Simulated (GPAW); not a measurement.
Crystal: P.

```xyz
2
Lattice="1.7257 0.9963 3.1297 -1.7257 0.9963 3.1297 0.0000 -1.9927 3.1297" Properties=species:S:1:pos:R:3 pbc="T T T"
P     0.0000    0.0000    7.2570
P     0.0000    0.0000    2.1321
```

This isn't the form of P at room conditions, which is orthorhombic.

Base run:

```yaml
Program: GPAW 26.7.0
Functional: LDA
Potentials_or_basis: the program's PAW data sets (release 1.2.1) made for this functional
Cutoff: 450 eV
Basis: pw
k_mesh: 8 × 8 × 8
Occupations: fermi-dirac, width 0.05 eV
Spin: no spin polarisation
```

Its results: band gap on the k mesh none (metal or under the smearing width); pressure -2.4 GPa; largest force 0.183 eV/Å.

Q: The run is repeated on the same cell with these changes: functional from LDA to PBEsol; potentials or basis from the program's PAW data sets (release 1.2.1) made for this functional to PAW data sets generated in the run's folder for this functional. What comes out?

A: Band gap on the k mesh none (metal or under the smearing width); pressure -1.2 GPa; largest force 0.267 eV/Å.

Caveats: the cutoff is short for stress and forces, so pressures can be off by a GPa or more.
